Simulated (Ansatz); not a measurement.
## ZnSnP₂ in Ansatz, relaxation

Launch command:

```bash
ansatz run input.yaml --threads 2 --pin off --max-ram 3584MiB --backend cpu --events-out ev --progress --plain --runs-dir out
```

The input file (Ansatz 0.2.0, plane waves):

```yaml
crystal:
  lattice:
    - [0.0, 5.739808, 0.0]
    - [5.739808, 0.0, 0.0]
    - [2.869904, 2.869904, -5.739808]
  atoms:
    - { symbol: Sn, position: [0.5, 0.5, 0.0] }
    - { symbol: Sn, position: [0.25, 0.75, 0.5] }
    - { symbol: P, position: [0.375, 0.362, 0.75] }
    - { symbol: P, position: [0.638, 0.125, 0.25] }
    - { symbol: P, position: [0.875, 0.888, 0.75] }
    - { symbol: P, position: [0.112, 0.625, 0.25] }
    - { symbol: Zn, position: [0.0, 0.0, 0.0] }
    - { symbol: Zn, position: [0.75, 0.25, 0.5] }
  symmetry: { tolerance: 0.0003 }
kpoints:
  mp_grid: { grid: [5, 5, 5], shift: [0, 0, 0] }
magnetization:
  spin_polarized: false
scf:
  occupations: { method: fermi_dirac }
  lower_state_search: "off"
hamiltonian:
  pseudopotentials: { kind: paw }
  xc: r2scan
basis:
  ecutwfc: 500
  fft_grid_basis: typed
relax:
  max_steps: 80
output:
  forces: true
  stress: true
  eigenvalues: true
  bader: true
  populations: true
  elf: true
  write_potential: true
  volumetric_format: npy
  dos:
    e_range: [-12, 8]
    de: 0.05
    projected: { site_lists: { P: [P], Sn: [Sn], Zn: [Zn] } }
checkpoint:
  read: saved_state
```

Origin of the cell: a known structure type with other elements, at an estimated volume, so it need not be a known compound.

The smearing width isn't typed, so it takes its default of 0.1 eV.

The saved state is a converged single point of the same cell.

Steps:

```json
{"step": "1", "ΔF (meV/atom)": "0.0", "max force component (eV/Å)": "0.374", "SCF iterations": "6", "step was": "accepted"}
{"step": "2", "ΔF (meV/atom)": "-3.6", "max force component (eV/Å)": "0.020", "SCF iterations": "5", "step was": "accepted"}
{"step": "3", "ΔF (meV/atom)": "-3.6", "max force component (eV/Å)": "0.000", "SCF iterations": "5", "step was": "accepted"}
```

The starting structure.

Space group I-42d (No. 122); the run's cell has a = 5.740 Å, b = 5.740 Å, c = 7.030 Å, α = 65.91°, β = 65.91°, γ = 90.00°. Shortest distances: P–Zn 2.44 Å, P–Sn 2.53 Å.

After:

Space group I-42d (No. 122); the run's cell has a = 5.740 Å, b = 5.740 Å, c = 7.030 Å, α = 65.91°, β = 65.91°, γ = 90.00°. Shortest distances: P–Zn 2.42 Å, P–Sn 2.55 Å.

```yaml
crystal:
  lattice:
    - [0.00000, 5.73981, 0.00000]
    - [5.73981, 0.00000, 0.00000]
    - [2.86990, 2.86990, -5.73981]
  atoms:
    - { symbol: Sn, position: [0.50000, 0.50000, 0.00000] }
    - { symbol: Sn, position: [0.25000, 0.75000, 0.50000] }
    - { symbol: P, position: [0.37500, 0.35519, 0.75000] }
    - { symbol: P, position: [0.64481, 0.12500, 0.25000] }
    - { symbol: P, position: [0.87500, 0.89481, 0.75000] }
    - { symbol: P, position: [0.10519, 0.62500, 0.25000] }
    - { symbol: Zn, position: [0.00000, 0.00000, 0.00000] }
    - { symbol: Zn, position: [0.75000, 0.25000, 0.50000] }
```

- Free energy lowered by: 3.6 meV/atom
- Final pressure: -2.98 GPa
- Relaxation steps listed: 3

Caveats: the SCF threshold is looser than advised for a stress; the relaxation held the start's symmetry, so the end may be a saddle point.

It ran for 2.2 min on 2 threads of Arm Neoverse V1 (shared host), peak memory 0.98 GiB, from a saved density.
